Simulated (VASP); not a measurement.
# C214N (a cell with a defect) in VASP: hyperfine couplings with HSE06

Aim: the hyperfine couplings of C214N (a cell with a defect) with HSE06.

Program: VASP 6.6.1. These are calculated values, not measurements. Logs are shortened: lines on timing, memory, paths and dates and some standing lists are left out, and cuts for length are marked.

**1. Starting point**

The cell holds a defect, 215 atoms: a = 10.716 Å, b = 10.716 Å, c = 10.716 Å, α = 90.00°, β = 90.00°, γ = 90.00°.

The cell was built by a generator and needn't be a form met in nature.

**2. Hyperfine couplings, HSE06, collinear spin, ferromagnetic start**

POSCAR reads:

```
C214N                                   
1.0
   10.7160000000      0.0000000000      0.0000000000
    0.0000000000     10.7160000000      0.0000000000
    0.0000000000      0.0000000000     10.7160000000
  N               C             
     1   214
Direct
     0.0912658297348357    0.0912658354128225    0.0912658280317054
     0.0040700419635445    0.1665468032417176    0.1665468002559443
     0.0838203805290613    0.2513058288215212    0.2513058140518017
     0.1665468027854379    0.0040700455431742    0.1665467846969336
     0.2513058182805747    0.0838203856715612    0.2513058163532417
     0.1665467991209695    0.1665467994883552    0.0040700457055309
[... 207 lines left out ...]
     0.8334450027661879    0.8334449960757965    0.6667664491849479
     0.9166232302200205    0.9166232207210449    0.7502561048949696
```

INCAR.step1 reads:

```
  ALGO = Normal
  EDIFF = 1E-5
  ENCUT = 420
  GGA = PE
  ISIF = 2
  ISMEAR = 0
  ISPIN = 2
  ISYM = 0
  LASPH = True
  LCHARG = False
  LDMATRIX = True
  LEFG = True
  LORBIT = 11
  LREAL = False
  LUSENCCL = False
  LWAVE = True
  MAGMOM = 0 0 0 0 0 0 0 0 0 0 0 0 0 0 0 0 0 0 0 0 0 0 0 0 0 0 0 0 0 0 0 0 0 0 0 0 0 0 0 0 0 0 0 0 0 0 0 0 0 0 0 0 0 0 0 0 0 0 0 0 0 0 0 0 0 0 0.66 0 0 0 0 0 0 0 0 0 0 0 0 0 0 0 0 0 0 0 0 0 0 0 0 0 0 0 0 0 0 0 0 0 0 0 0 0 0 0 0 0 0 0 0 0 0 0 0 0 0 0 0 0 0 0 0 0 0 0 0 0 0 0 0 0 0 0 0 0 0 0 0 0 0 0 0 0 0 0 0 0 0 0 0 0 0 0 0 0 0 0 0 0 0 0 0 0 0.66 0 0 0 0 0 0 0 0 0 0 0 0 0 0 0 0 0 0 0 0 0 0 0 0 0 0 0 0 0 0 0 0 0 0.66 0 0 0 0 0 0 0 0 0 0 0 0 0 0 0 0
  NCORE = 1
  NELECT = 862
  NELM = 100
  NGYROMAG = 3.0777 10.7084
  NUPDOWN = 2
  PREC = Accurate
  QUAD_EFG = 20.44 0
  SIGMA = 0.01
```

INCAR.step2 reads:

```
  ALGO = Normal
  EDIFF = 1E-6
  ENCUT = 420
  GGA = PE
  HFSCREEN = 0.2
  ISIF = 2
  ISMEAR = 0
  ISPIN = 2
  ISTART = 1
  ISYM = 0
  LASPH = True
  LCHARG = False
  LDMATRIX = True
  LEFG = True
  LHFCALC = True
  LHYPERFINE = True
  LORBIT = 11
  LREAL = False
  LUSENCCL = False
  LWAVE = False
  MAGMOM = 0 0 0 0 0 0 0 0 0 0 0 0 0 0 0 0 0 0 0 0 0 0 0 0 0 0 0 0 0 0 0 0 0 0 0 0 0 0 0 0 0 0 0 0 0 0 0 0 0 0 0 0 0 0 0 0 0 0 0 0 0 0 0 0 0 0 0.66 0 0 0 0 0 0 0 0 0 0 0 0 0 0 0 0 0 0 0 0 0 0 0 0 0 0 0 0 0 0 0 0 0 0 0 0 0 0 0 0 0 0 0 0 0 0 0 0 0 0 0 0 0 0 0 0 0 0 0 0 0 0 0 0 0 0 0 0 0 0 0 0 0 0 0 0 0 0 0 0 0 0 0 0 0 0 0 0 0 0 0 0 0 0 0 0 0 0.66 0 0 0 0 0 0 0 0 0 0 0 0 0 0 0 0 0 0 0 0 0 0 0 0 0 0 0 0 0 0 0 0 0 0.66 0 0 0 0 0 0 0 0 0 0 0 0 0 0 0 0
  NCORE = 1
  NELECT = 862
  NELM = 100
  NGYROMAG = 3.0777 10.7084
  NUPDOWN = 2
  PREC = Accurate
  PRECFOCK = Fast
  QUAD_EFG = 20.44 0
  SIGMA = 0.01
```

KPOINTS reads:

```
k-points
0
Gamma
  1 1 1
```

Potentials or basis: VASP PAW PBE potentials, release 64 (N, C).

Launch:

```sh
$ cat potpaw_PBE.64/N/POTCAR potpaw_PBE.64/C/POTCAR > POTCAR
$ cp INCAR.step1 INCAR
$ mpirun -np 1 vasp_std > vasp.out
$ cp INCAR.step2 INCAR
$ mpirun -np 1 vasp_std > vasp.out
```

OUTCAR:

```text
EDIFF = 1E-6
   ENCUT = 420
   GGA = PE
   HFSCREEN = 0.2
   ISIF = 2
   ISMEAR = 0
   ISPIN = 2
   ISTART = 1
   ISYM = 0
   LASPH = True
   LHFCALC = True
   LORBIT = 11
   LREAL = False
   NELECT = 862
   NELM = 100
   NUPDOWN = 2
   PREC = Accurate
   PRECFOCK = Fast

 ion  position               nearest neighbor table
   1  0.091  0.091  0.091-   6 1.47   4 1.47   2 1.47
   2  0.004  0.167  0.167-   1 1.47   3 1.54 149 1.56 151 1.56
   3  0.084  0.251  0.251-  32 1.54   2 1.54  28 1.55  14 1.55
   4  0.167  0.004  0.167-   1 1.47   5 1.54  55 1.56  51 1.56
   5  0.251  0.084  0.251-  80 1.54   4 1.54  14 1.55  74 1.55
   6  0.167  0.167  0.004-   1 1.47   7 1.54  19 1.56  21 1.56
   7  0.251  0.251  0.084-  96 1.54   6 1.54  28 1.55  74 1.55
[... 194 lines left out ...]
 202  0.667  0.833  0.500- 203 1.55 201 1.55 133 1.55 135 1.55
 203  0.750  0.917  0.583- 202 1.55 160 1.55 156 1.55 214 1.55
 204  0.833  0.667  0.500- 205 1.55 201 1.55 179 1.55 183 1.55
 205  0.917  0.750  0.583- 204 1.55  64 1.55  58 1.55 214 1.55
[... 8 lines left out ...]
 214  0.833  0.833  0.667- 215 1.55 209 1.55 205 1.55 203 1.55
 215  0.917  0.917  0.750-  16 1.54 214 1.55  66 1.55 164 1.55

IMPORTANT INFORMATION: All symmetrisations will be switched off!
NOSYMM: (Re-)initialisation of all symmetry stuff for point group C_1.

----------------------------------------------------------------------------------------

                                     Primitive cell

  volume of cell :    1230.5467

  direct lattice vectors                    reciprocal lattice vectors
    10.716000000  0.000000000  0.000000000     0.093318402  0.000000000  0.000000000
     0.000000000 10.716000000  0.000000000     0.000000000  0.093318402  0.000000000
     0.000000000  0.000000000 10.716000000     0.000000000  0.000000000  0.093318402

  length of vectors
    10.716000000 10.716000000 10.716000000     0.093318402  0.093318402  0.093318402

  position of ions in fractional coordinates (direct lattice)
     0.091265830  0.091265835  0.091265828
     0.004070042  0.166546803  0.166546800
     0.083820381  0.251305829  0.251305814
     0.166546803  0.004070046  0.166546785
     0.251305818  0.083820386  0.251305816
     0.166546799  0.166546799  0.004070046
[... 175 lines left out ...]
     0.833390126  0.499870367  0.333204851
     0.916729911  0.583195316  0.416680577
   k-points           NKPTS =      1   k-points in BZ     NKDIM =      1   number of bands    NBANDS=    540
   number of dos      NEDOS =    301   number of ions     NIONS =    215
   total plane-waves  NPLWV = 373248
   dimension x,y,z NGX =    72 NGY =   72 NGZ =   72
   dimension x,y,z NGXF=   144 NGYF=  144 NGZF=  144
   ions per type =               1 214
   NGX,Y,Z   is equivalent  to a cutoff of  11.17, 11.17, 11.17 a.u.
   NGXF,Y,Z  is equivalent  to a cutoff of  22.34, 22.34, 22.34 a.u.
 SYSTEM =  unknown system
   PREC   = accura    normal or accurate (medium, high low for compatibility)
   ISTART =      1    job   : 0-new  1-cont  2-samecut
   ICHARG =      0    charge: 1-file 2-atom 10-const
   ISPIN  =      2    spin polarized calculation?
   LNONCOLLINEAR =      F non collinear calculations
   LSORBIT =      F    spin-orbit coupling
   LASPH  =      T    aspherical Exc in radial PAW
   ENCUT  =  420.0 eV  30.87 Ry    5.56 a.u.  17.91 17.91 17.91*2*pi/ulx,y,z
   NELM   =    100;   NELMIN=  2; NELMDL=  0     # of ELM steps
   EDIFF  = 0.1E-05   stopping-criterion for ELM
   LREAL  =      F    real-space projection
   EDIFFG = 0.1E-04   stopping-criterion for IOM
   NSW    =      0    number of steps for IOM
   IBRION =     -1    ionic relax: 0-MD 1-quasi-New 2-CG
   NFREE  =      0    steps in history (QN), initial steepest desc. (CG)
   ISIF   =      2    stress and relaxation
   ISYM   =      0    0-nonsym 1-usesym 2-fastsym
   POTIM  = 0.5000    time-step for ionic-motion
   TEBEG  =    0.0;   TEEND  =   0.0 temperature during run
   PSTRESS=    0.0 pullay stress
   NELECT =     862.0000    total number of electrons
[... 976 lines left out ...]
      2.69299      0.89822      2.69299        -0.023641     -0.004724     -0.023644
      1.78472      1.78472      0.04361        -0.012431     -0.012429      0.054728
[... 207 lines left out ...]
      8.93120      8.93120      7.14507        -0.007572     -0.007570     -0.010897
      9.82253      9.82253      8.03974         0.005982      0.005988      0.033781
 -----------------------------------------------------------------------------------
    total drift:                               -0.008568     -0.008567     -0.008566

  FREE ENERGIE OF THE ION-ELECTRON SYSTEM (eV)
  ---------------------------------------------------
  free  energy   TOTEN  =     -2249.0644583046 eV

  energy  without entropy=    -2249.0644583046  energy(sigma->0) =    -2249.06445830

 Electric field gradients (V/A^2)
---------------------------------------------------------------------
 ion       V_xx      V_yy      V_zz      V_xy      V_xz      V_yz
---------------------------------------------------------------------
   1       0.000     0.000    -0.000   -73.541   -73.542   -73.542
   2       1.657    -0.828    -0.828    -8.195    -8.195     8.398
   3      -0.396     0.198     0.198    -1.972    -1.972    -2.467
   4      -0.828     1.657    -0.828    -8.195     8.398    -8.195
   5       0.198    -0.396     0.198    -1.972    -2.467    -1.972
   6      -0.828    -0.828     1.657     8.398    -8.195    -8.195
[... 207 lines left out ...]
 214       0.004     0.004    -0.009    -1.746    -1.318    -1.318
 215       0.451     0.451    -0.902     2.452     0.726     0.726
---------------------------------------------------------------------

 Electric field gradients after diagonalization (V/A^2)
 (convention: |V_zz| > |V_xx| > |V_yy|)
----------------------------------------------------------------------
 ion       V_xx      V_yy      V_zz     asymmetry (V_yy - V_xx)/ V_zz
----------------------------------------------------------------------
   1      73.542    73.541  -147.083       0.000
   2      -9.226    -7.347    16.573       0.113
   3       2.665     1.609    -4.274       0.247
   4      -9.226    -7.347    16.573       0.113
   5       2.665     1.609    -4.274       0.247
   6      -9.226    -7.347    16.573       0.113
[... 207 lines left out ...]
 214       1.750     1.180    -2.931       0.194
 215      -2.001    -1.161     3.162       0.266
----------------------------------------------------------------------

           NMR quadrupolar parameters

 Cq : quadrupolar parameter    Cq=e*Q*V_zz/h
 eta: asymmetry parameters     (V_yy - V_xx)/ V_zz
 Q  : nuclear electric quadrupole moment in mb (millibarn)
----------------------------------------------------------------------
 ion       Cq(MHz)       eta       Q (mb)
----------------------------------------------------------------------
   1      -7.269       0.000      20.440
   2       0.000       0.113       0.000
   3      -0.000       0.247       0.000
   4       0.000       0.113       0.000
   5      -0.000       0.247       0.000
   6       0.000       0.113       0.000
[... 207 lines left out ...]
 214      -0.000       0.194       0.000
 215       0.000       0.266       0.000
----------------------------------------------------------------------

 Fermi contact (isotropic) hyperfine coupling parameter (MHz)
 -------------------------------------------------------------
  ion      A_pw      A_1PS     A_1AE     A_1c      A_tot
 -------------------------------------------------------------
   1      -0.081    -0.083    -2.833    -0.057    -2.831
   2       0.039     0.039    -0.046    -0.085    -0.046
   3       0.011     0.011     0.043    -0.020     0.043
   4       0.039     0.039    -0.046    -0.085    -0.046
   5       0.011     0.011     0.043    -0.020     0.043
   6       0.039     0.039    -0.045    -0.085    -0.046
[... 207 lines left out ...]
 214      -0.040    -0.041    -0.690     0.047    -0.689
 215       0.523     0.528     5.017    -0.815     5.013
 -------------------------------------------------------------

 Dipolar hyperfine coupling parameters (MHz)
 ---------------------------------------------------------------------
  ion      A_xx      A_yy      A_zz      A_xy      A_xz      A_yz
 ---------------------------------------------------------------------
   1       0.000     0.000    -0.000     0.115     0.115     0.115
   2      -0.370     0.185     0.185     0.040     0.040     0.685
   3      -0.166     0.083     0.083     0.085     0.085     0.200
   4       0.185    -0.370     0.185     0.040     0.685     0.040
   5       0.083    -0.166     0.083     0.085     0.200     0.085
   6       0.185     0.185    -0.370     0.685     0.040     0.040
[... 207 lines left out ...]
 214      -0.109    -0.109     0.218     0.027     0.161     0.161
 215      -0.255    -0.255     0.510    -0.742     0.473     0.473
 ---------------------------------------------------------------------

 Total hyperfine coupling parameters after diagonalization (MHz)
 (convention: |A_zz| > |A_xx| > |A_yy|)
 ----------------------------------------------------------------------
  ion      A_xx      A_yy      A_zz     asymmetry (A_yy - A_xx)/ A_zz
 ----------------------------------------------------------------------
   1      -2.946    -2.600    -2.946      -0.117
   2      -0.546    -0.419     0.827       0.154
   3      -0.154    -0.074     0.357       0.223
   4      -0.546    -0.419     0.827       0.154
   5      -0.154    -0.074     0.357       0.223
   6      -0.546    -0.418     0.827       0.154
[... 207 lines left out ...]
 214      -0.826    -0.349    -0.893      -0.534
 215       5.499     3.762     5.777      -0.301
 ---------------------------------------------------------------------

 Spin-spin contribution to zero-field splitting tensor (MHz)
 ---------------------------------------------------------------
      D_xx      D_yy      D_zz      D_xy      D_xz      D_yz
 ---------------------------------------------------------------
     -0.001    -0.001     0.002  1113.268  1113.259  1113.259
 ---------------------------------------------------------------

 after diagonalization
 ---------------------------------------------
     D_diag          eigenvector (x,y,z)
 ---------------------------------------------
  -1113.255      -0.404    -0.412     0.816
  -1113.269      -0.709     0.705     0.004
   2226.524      -0.577    -0.577    -0.577
---------------------------------------------

 total charge

# of ion       s       p       d       tot
------------------------------------------
    1        1.220   2.663   0.000   3.883
    2        0.829   1.703   0.000   2.533
    3        0.839   1.751   0.000   2.590
    4        0.829   1.703   0.000   2.533
    5        0.839   1.751   0.000   2.590
    6        0.829   1.703   0.000   2.533
[... 207 lines left out ...]
  214        0.835   1.741   0.000   2.576
  215        0.836   1.740   0.000   2.576
--------------------------------------------------
tot        180.001 375.195   0.000 555.196

 magnetization (x)

# of ion       s       p       d       tot
------------------------------------------
    1       -0.002  -0.000   0.000  -0.002
    2       -0.000   0.001   0.000   0.001
    3        0.000   0.000   0.000   0.000
    4       -0.000   0.001   0.000   0.001
    5        0.000   0.000   0.000   0.000
    6       -0.000   0.001   0.000   0.001
[... 207 lines left out ...]
  214       -0.000  -0.001   0.000  -0.001
  215        0.001   0.008   0.000   0.009
--------------------------------------------------
tot          0.168   1.100   0.000   1.268
```

Run time: 3.4 h. Hardware: 1 × NVIDIA H100 80GB with 1 thread of AMD EPYC 7R13 (Zen 3), shared host; peak memory 2.1 GiB.

Results:

| Property | Result |
| --- | --- |
| Free energy | -2249.0645 eV |
| Largest force | 0.261 eV/Å |
| Net moment | 2.00 μB per cell |
| Site moments | N -0.00; C +0.00, -0.00, +0.01, -0.01, +0.02, -0.02, +0.35 μB |
| Valence electrons inside the program's atomic spheres | N 3.88; C 2.53, 2.59, 2.58, 2.57 |

Caveat: the cell carries a net charge on a neutralising background, which shifts energy and pressure; the PAW data sets were made with another functional, which shifts forces and pressure a little; the total moment is fixed, so each spin has its own Fermi level.
